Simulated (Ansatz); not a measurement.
# Converging the field response of a KI (001) film, part 3 of 3

Which settings does the induced dipole of a KI (001) film need, and which can be cut?

Ansatz 0.2.0; plane-wave DFT, PBE, Ansatz PAW (the session's first sound run).

So far, equivalent conductor thickness p/(ε₀AE) (Å): step 2 (single point, setting first choice, PBE) 11.8; step 16 (run, box 32.1 Å (run 5), PBE) 11.8; step 17 (single point, box 32.1 Å (run 7), PBE) 11.8; step 18 (single point, box 32.1 Å (run 8), PBE) 11.8; step 19 (LDA) 11.9.

**20. Run, box 32.1 Å (run 6)**

This step: plane-wave DFT, r2SCAN, Ansatz PAW (Ansatz 0.2.0).

File input.yaml:

```yaml
crystal:
  lattice:
    - [4.99924494, 0.0, 0.0]
    - [0.0, 4.99924494, 0.0]
    - [0.0, 0.0, 32.14]
  atoms:
    - { symbol: K, position: [0.5, 0.5, 0.2800248911] }
    - { symbol: I, position: [0.0, 0.0, 0.2800248911] }
    - { symbol: K, position: [0.0, 0.0, 0.3900124456] }
    - { symbol: I, position: [0.5, 0.5, 0.3900124456] }
    - { symbol: K, position: [0.5, 0.5, 0.5] }
    - { symbol: I, position: [0.0, 0.0, 0.5] }
    - { symbol: K, position: [0.0, 0.0, 0.6099875544] }
    - { symbol: I, position: [0.5, 0.5, 0.6099875544] }
    - { symbol: K, position: [0.5, 0.5, 0.7199751089] }
    - { symbol: I, position: [0.0, 0.0, 0.7199751089] }
kpoints:
  mp_grid: { grid: [6, 6, 1] }
hamiltonian:
  xc: r2scan
scf:
  occupations: { method: fixed }
  convergence: { dr2_threshold: 1.0e-10 }
efield:
  axis: 3
  dipole_correction: true
  ramp_position: 0.97
  ramp_width: 0.06
  amplitude: 0.1
output:
  write_potential: true
  write_density: true
  volumetric_format: npy
```

Command:

```
> ansatz run input.yaml --threads 4 --pin off --max-ram 6144MiB --backend cpu --events-out ev --progress --plain --runs-dir out
```

Numbers of over 12 decimals in the logs are rounded to 6 here.

What it wrote:

```text
[...]
Crystal: 10 atoms, lattice volume = 803.257 Å³
Basis set: ecut = 500 eV, 20337 PW (Γ), exchange–correlation on 160×160×960 points (64 copies of the dense FFT grid, shifted against one another)
Bands: 78, of which v1, the nominal top of the filled ones, is band 65 counted from 1 (64 counted from 0)
Symmetry: 8 space group operations
k-points: 10 of 36
[...]
k-point 0: bands = [... 61 lower, -1.5677, -1.5141, -1.3681, -1.3681, 2.9330, 3.4100, 3.7783, 3.8560, ... 9 higher]
  k-point 1: bands = [... 61 lower, -1.6071, -1.5835, -1.4861, -1.4152, 3.2457, 3.7449, 4.0097, 4.1856, ... 9 higher]
  k-point 2: bands = [... 61 lower, -1.7362, -1.6822, -1.5476, -1.5072, 3.8272, 4.3626, 4.4819, 4.5793, ... 9 higher]
  k-point 9: bands = [... 61 lower, -1.8734, -1.8160, -1.8160, -1.5365, 4.0022, 4.0022, 4.5534, 4.5534, ... 9 higher]
[key lines of the parts left out:]
SCF converged after 10 iterations
Free energy (F): -45369.266519 eV
Fermi energy:    -1.368060 eV
Dipole field:    D = 0.035724 V/Å  (p = 0.158582 e·Å, saw-weighted, corrected)
```

It took 13 s on 4 threads of AMD EPYC 9R45, shared host; peak memory 3.3 GiB.

The dipole corresponds to a conductor 11.482 Å thick, -2.56 % from the first choice, at 2.0 times its CPU time.

**21. Run, box 32.1 Å (run 7)**

This step: plane-wave DFT, PBE, norm-conserving (Ansatz 0.2.0).

Edit input.yaml of step 20 so:

```diff
@@ -19,3 +19,4 @@
 hamiltonian:
-  xc: r2scan
+  xc: pbe
+  pseudopotentials: { kind: nc }
 scf:
```

What it wrote:

```text
[...]
Crystal: 10 atoms, lattice volume = 803.257 Å³
Basis set: ecut = 952.398519 eV, 53761 PW (Γ)
Bands: 50, of which v1, the nominal top of the filled ones, is band 40 counted from 1 (39 counted from 0)
Symmetry: 8 space group operations
k-points: 10 of 36
[...]
k-point 0: bands = [... 36 lower, -1.7434, -1.6985, -1.5524, -1.5524, 2.0577, 2.5406, 2.9606, 3.2274, ... 6 higher]
  k-point 1: bands = [... 36 lower, -1.7838, -1.7705, -1.6675, -1.6007, 2.3697, 2.8891, 3.1991, 3.5291, ... 6 higher]
  k-point 2: bands = [... 36 lower, -1.9144, -1.8605, -1.7283, -1.6948, 2.9553, 3.6027, 3.6250, 3.8322, ... 6 higher]
  k-point 9: bands = [... 36 lower, -2.0495, -1.9923, -1.9923, -1.7159, 3.3640, 3.3640, 3.7408, 3.8671, ... 6 higher]
[key lines of the parts left out:]
SCF converged after 11 iterations
Free energy (F): -5619.729574 eV
Fermi energy:    -1.552400 eV
Dipole field:    D = 0.036682 V/Å  (p = 0.162833 e·Å, saw-weighted, corrected)
```

Elapsed: 17 s, on 4 threads; peak memory 3.6 GiB.

The dipole corresponds to a conductor 11.790 Å thick, +0.06 % from the first choice, at 2.5 times its CPU time.

**22. Run, box 32.1 Å (run 8)**

This step: plane-wave DFT, PBE, JTH PAW (Ansatz 0.2.0).

Edit input.yaml of step 21 so:

```diff
@@ -20,3 +20,3 @@
   xc: pbe
-  pseudopotentials: { kind: nc }
+  pseudopotentials: { kind: paw, source: jth }
 scf:
```

What it wrote:

```text
[...]
k-point 0: bands = [... 36 lower, -1.7615, -1.7156, -1.5719, -1.5719, 2.0393, 2.5220, 2.9411, 3.2006, ... 6 higher]
  k-point 1: bands = [... 36 lower, -1.8012, -1.7882, -1.6847, -1.6197, 2.3511, 2.8703, 3.1791, 3.5038, ... 6 higher]
  k-point 2: bands = [... 36 lower, -1.9308, -1.8763, -1.7443, -1.7126, 2.9364, 3.5826, 3.6043, 3.8098, ... 6 higher]
  k-point 9: bands = [... 36 lower, -2.0665, -2.0107, -2.0107, -1.7322, 3.3383, 3.3383, 3.7155, 3.8438, ... 6 higher]
[key lines of the parts left out:]
SCF converged after 12 iterations
Free energy (F): -33479.036289 eV
Fermi energy:    -1.571946 eV
Dipole field:    D = 0.036688 V/Å  (p = 0.162861 e·Å, saw-weighted, corrected)
```

Run time: 9.1 s. Hardware: 4 threads; peak memory 2.4 GiB.

The dipole corresponds to a conductor 11.791 Å thick, +0.07 % from the first choice, at 1.4 times its CPU time.

**23. The series together**

Times are for 4 threads of AMD EPYC 9R45, shared host. Results by setting:

| no. | setting | equivalent conductor thickness p/(ε₀AE) (Å) | time | memory (GiB) |
| --- | --- | --- | --- | --- |
| 1 | first choice | 11.78 | 6.7 s | 1.8 |
| 2 | cutoff 250 eV | 11.78 | 3.1 s | 0.99 |
| 3 | cutoff 330 eV | 11.78 | 4.5 s | 1.3 |
| 4 | cutoff 600 eV | 11.78 | 11 s | 2.8 |
| 5 | mesh 1x1 | 12.69 | 0.89 s | 0.65 |
| 6 | mesh 2x2 | 11.84 | 1.6 s | 1.2 |
| 7 | mesh 3x3 | 11.79 | 2.6 s | 1.2 |
| 8 | mesh 12x12 | 11.78 | 20 s | 2.8 |
| 9 | vacuum 10 Å | 11.76 | 5 s | 1.4 |
| 10 | vacuum 14 Å | 11.78 | 5.9 s | 1.6 |
| 11 | vacuum 26 Å | 11.78 | 8.8 s | 2.1 |
| 12 | field 0.005 V/Å | 11.78 | 6.9 s | 1.8 |
| 13 | field 0.03 V/Å | 11.78 | 7.4 s | 1.8 |
| 14 | field 0.3 V/Å | 11.79 | 7.6 s | 1.8 |
| 15 | SCF threshold 1e-04 eV | 11.78 | 6.7 s | 1.8 |
| 16 | SCF threshold 1e-06 eV | 11.78 | 6.7 s | 1.8 |
| 17 | SCF threshold 1e-08 eV | 11.78 | 6.6 s | 1.8 |
| 18 | LDA, Ansatz PAW (420 eV) | 11.90 | 6.7 s | 1.8 |
| 19 | r2SCAN, Ansatz PAW (500 eV) | 11.48 | 13 s | 3.3 |
| 20 | PBE, norm-conserving (952 eV) | 11.79 | 17 s | 3.6 |
| 21 | PBE, JTH PAW (690 eV) | 11.79 | 9.1 s | 2.4 |

**24. Outcome**

| Item | Value |
| --- | --- |
| equivalent conductor thickness, first choice | 11.78 Å |
| equivalent conductor thickness, cutoff 600 eV | 11.78 Å |
| equivalent conductor thickness, mesh 1x1 | 12.69 Å |
| equivalent conductor thickness, vacuum 26 Å | 11.78 Å |
| equivalent conductor thickness, LDA, Ansatz PAW (420 eV) | 11.90 Å |
| equivalent conductor thickness, r2SCAN, Ansatz PAW (500 eV) | 11.48 Å |

What this shows: The first choice gives 11.78 Å. Numerical settings off by more than 1 % against it: mesh 1x1 (+7.7 %). The cheapest single change that stays within 0.5 % is mesh 3x3, at 37 % of the CPU time. Functionals and files move it by +1.0 % (LDA, Ansatz PAW (420 eV)), -2.6 % (r2SCAN, Ansatz PAW (500 eV)), +0.1 % (PBE, norm-conserving (952 eV)) and +0.1 % (PBE, JTH PAW (690 eV)). The film is symmetric and its atoms are held, so the dipole is the electronic response to the field alone. Times of a few seconds on a shared host rank the settings only roughly. In 2 runs of the series (cutoff 250 eV and vacuum 10 Å) the program warns that electrons reach the sawtooth's ramp, which makes dipole and work function less sure.

[Logs are printed without paths, hosts, clocks, repeated set-up lines and the standing remarks that a program may print on its own settings, such as how far it seeks lower states.]

[Hosts, paths, dates, database ids (printed as entryN), source tags and the programs' standing remarks are cut or masked in the printed files.]

[Maps of the electrostatic potential energy from Ansatz leave out the sawtooth potential of an applied field or a dipole correction, so their vacuum need not be flat; planar profiles and work functions include it.]
